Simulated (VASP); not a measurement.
A run of VASP 6.6.1 is set up as follows.

INCAR

```
  ALGO = Normal
  EDIFF = 1E-6
  EDIFFG = -0.01
  ENCUT = 520
  GGA = PE
  IBRION = 2
  ISIF = 3
  ISMEAR = 0
  LASPH = T
  LCHARG = F
  LREAL = F
  LWAVE = F
  NELM = 120
  NSW = 90
  PREC = Accurate
  SIGMA = 0.1
```

The input KPOINTS:

```
k-points
0
Gamma
  19 19 19
```

POSCAR

```
Mo
1.0
   -1.5734150000      1.5734150000      1.5734150000
    1.5734150000     -1.5734150000      1.5734150000
    1.5734150000      1.5734150000     -1.5734150000
Mo
1
Direct
    0.0000000000      0.0000000000      0.0000000000
```

Potentials or basis: VASP PAW PBE potentials, release 64 (Mo_sv).

The run is started by

```console
$ cat potpaw_PBE.64/Mo_sv/POTCAR > POTCAR
$ mpirun -np 1 vasp_std > vasp.out
```

(1) What does it give for the relaxed cell?

(2) What does it give for the band gap on the k mesh?

(3) Estimate the space group after relaxing (to 0.05 Å).

Results:

(1) a = 2.739 Å, b = 2.739 Å, c = 2.739 Å, α = 109.47°, β = 109.47°, γ = 109.47°.

(2) none (metal or under the smearing width).

(3) Im-3m (No. 229).
